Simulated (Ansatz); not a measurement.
# Pd: elastic constants with LDA

The system is Pd.

```
CELL_PARAMETERS angstrom
0.00000 1.94650 1.94650
1.94650 0.00000 1.94650
1.94650 1.94650 0.00000
ATOMIC_POSITIONS crystal
Pd 0.00000 0.00000 0.00000
```

```yaml
Program: Ansatz 0.2.0
Task: elastic constants
Functional: LDA
Potentials_or_basis: Ansatz PAW
Cutoff: "420 eV (not typed: the program's choice for these potentials)"
k_mesh: 9 × 9 × 9
Occupations: fermi-dirac, width 0.05 eV
Spin: no spin polarisation
Atoms_under_strain: clamped
```

```yaml
Pressure: -8.8 GPa
Band_gap_on_the_k_mesh: none (metal or under the smearing width)
Elastic_constants_C11_C12_C44: 236, 153, 65 GPa
Voigt_bulk_modulus: 180 GPa
```

Levels at points of the mesh, in eV from the Fermi level:
| k point | band 6 | band 7 | band 8 | band 9 | band 10 | band 11 | band 12 | band 13 |
| --- | --- | --- | --- | --- | --- | --- | --- | --- |
| (0.00, 0.00, 0.00) | -2.85 | -2.85 | -2.85 | -1.21 | -1.21 | 17.03 | 21.67 | 21.67 |

Elastic tensor in Voigt notation (GPa, in the Cartesian axes of the cell as first typed):
```
236 153 153   0   0   0
153 236 153   0   0   0
153 153 236   0   0   0
  0   0   0  65   0   0
  0   0   0   0  65   0
  0   0   0   0   0  65
```

It took 2.4 s on 2 threads of Arm Neoverse V2 (shared host), peak memory 0.28 GiB.

Caveat: the cell is more than 3 GPa from zero pressure, which shifts response properties; elastic constants of metals need much finer meshes, so these are rough; the PAW data sets come from PBE, with cores solved anew for the run's functional, which leaves a small shift of forces and pressure.
